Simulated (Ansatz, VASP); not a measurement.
**BN in VASP and in Ansatz**

```xyz
4
Lattice="2.4414 0.0000 0.0000 -1.2207 2.1143 0.0000 0.0000 0.0000 6.9943" Properties=species:S:1:pos:R:3 pbc="T T T"
B     0.0000    1.4095    1.7486
B     1.2207    0.7048    5.2457
N     0.0000    1.4095    5.2457
N     1.2207    0.7048    1.7486
```

Change from the starting cell: strain -0.025 along x and y, +0.050 along z, atoms carried along.

Alike in both runs: task single point; functional PBEsol; k mesh 12 × 12 × 4; occupations gaussian, width 0.05 eV; no spin polarisation.

|  | VASP | Ansatz |
| --- | --- | --- |
| version | VASP 6.6.1 | Ansatz 0.2.0 |
| potentials or method | VASP PAW PBE potentials, release 64 (B, N) | scalar-relativistic, plane waves, PAW |
| plane-wave cutoff (eV) | 520 | 420 |
| valence electrons in the cell | 16 | 16 |

VASP gave:

* gap on the k mesh at the Fermi level (eV): 4.38
* least direct gap on the mesh (eV): 4.78
* pressure (GPa): 19.8
* largest component of the traceless stress (GPa): 19.86

Q: Estimate Ansatz's values.

A: gap on the k mesh at the Fermi level (eV): 4.39; least direct gap on the mesh (eV): 4.79; pressure (GPa): 19.5; largest component of the traceless stress (GPa): 19.39.

Caveats: so large a pressure means that the cell lies far from this level's equilibrium, or that cutoff or potentials fall short (VASP); the potentials were made for another functional, which shifts forces and pressure (VASP); this functional lacks dispersion, which binds the layers, so the pressure and a relaxed spacing across them are unreliable. A k mesh can miss the band edges.
